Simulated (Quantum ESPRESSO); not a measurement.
**ZnS: equation of state with r2SCAN**

**Measured values to compare with.**

From “Electronic, vibrational, and thermodynamic properties of ZnS (zincblende and rocksalt structure)”, 2009, arxiv:0911.5022, for a bulk crystal of ZnS: bulk modulus 76.9 GPa.

Crystal: ZnS.

```
Zn S
1.0
     0.00000    2.70200    2.70200
     2.70200    0.00000    2.70200
     2.70200    2.70200    0.00000
Zn S
1 1
Cartesian
  4.0530 4.0530 4.0530
  0.0000 0.0000 0.0000
```

| Item | Value |
| --- | --- |
| Program | Quantum ESPRESSO 7.5 |
| Task | equation of state |
| Functional | r2SCAN |
| Potentials or basis | SG15 PBE 1.2 |
| Cutoff | 952 eV |
| Density cutoff | 3810 eV |
| k mesh | 7 × 7 × 7 |
| Occupations | fermi-dirac, width 0.05 eV |
| Spin | no spin polarisation |

```json
{
 "Equilibrium volume": "19.76 Å³/atom",
 "Bulk modulus": "78 GPa",
 "Pressure derivative of the bulk modulus": "4.2"
}
```

Energy against volume, from the lowest point:
```csv
volume (Å³/atom),energy (meV/atom)
18.543,20.29
18.938,8.92
19.332,2.31
19.727,0.00
20.121,1.57
20.516,6.64
20.910,14.85
```

All runs of the series together: 16 min on 4 threads of Arm Neoverse V2 (shared host).

Measured bulk modulus of ZnS: 76.9 GPa (quoted in “Electronic, vibrational, and thermodynamic properties of ZnS (zincblende and rocksalt structure)”, 2009, arxiv:0911.5022). This calculation gives 78 GPa (+1.6 %). The fit is for a static lattice scaled at fixed shape and fixed fractional positions.

Caveat: the potentials were made for another functional, which shifts forces and pressure.
